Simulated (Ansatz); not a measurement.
**Ideal shear of a crystal plane in InSe**

The calculation used DFT r2SCAN, scalar-relativistic, plane waves, PAW in Ansatz. The runs took a 500 eV cutoff, a Γ-centred 5×7×3 mesh and Gaussian smearing (0.05 eV). No spin polarisation. Energies are free energies at this smearing, counted from the undisturbed cell; pressure is positive in compression.

The starting cell (relaxed at this level; this form isn't the usual structure):

```xyz
8
Lattice="1.6424 0.0000 -4.8023 0.0000 4.1011 0.0000 9.9884 0.0000 4.6486" Properties=species:S:1:pos:R:3 pbc="T T T"
In    5.2573    0.0000   -2.2311
In    9.4303    2.0505    2.4943
In    6.3734    0.0000    2.0774
In    2.2004    2.0505   -2.6480
Se    3.2479    0.0000   -4.0177
Se    7.4209    2.0505    0.7077
Se    8.3828    0.0000    3.8640
Se    4.2098    2.0505   -0.8614
```

The cell holds layers and no dispersion correction was added, so their binding is poorly described.

The cut lies on the cell's a–b face, a (1 0 0) plane (indices in the standard cell, whose axes needn't be the Cartesian ones shown) of area 20.81 Å², between layers 2.45 Å apart. Vector c is tilted by f times 1·a + 0·b (length 5.075 Å) with the atoms' Cartesian places fixed: one unrelaxed fault a cell. The traction is dγ/du, the slope of γ against the slip u in Å.

| f | γ (mJ/m²) | traction (GPa) |
| --- | --- | --- |
| 0.0000 | 0 | 0.0 |
| 0.1000 | 154 | 5.7 |
| 0.2000 | 534 | 8.7 |
| 0.3000 | 990 | 8.8 |
| 0.4000 | 1334 | 2.9 |
| 0.6000 | 1138 | -3.9 |
| 0.8000 | 545 | -8.1 |

Task: Read off the first barrier and the stress needed to climb it, and compare with Frenkel's sinusoid.

Result: The traction changes sign between f = 0.400 and 0.600, so by linear interpolation the first maximum lies at f = 0.486, a slip of 2.47 Å, with γ ≈ 1339 mJ/m², which stands in for the unstable fault energy γ_us, and the steepest sampled slope before it is 8.8 GPa. A sinusoid γ = γ_us sin²(πu/λ) with its maximum there has λ = 4.93 Å and a largest slope πγ_us/λ = 8.5 GPa (1 mJ/m² per Å = 0.01 GPa).

Task: Is there a metastable fault on this line?

Result: Apart from points where γ returns to about zero, no local minimum shows among the samples, so at this sampling the line offers no fault for a dislocation to split on; a fault can still lie off the line.

The cut is rigid; relaxing the faces lowers these energies and usually the stresses.

The gap closes along the scan, which can put kinks into the curve.

Cost: 7 runs of about 9.3 core-minutes in all, on Intel Xeon Platinum 8259CL (Skylake/Cascade Lake) (shared hosts).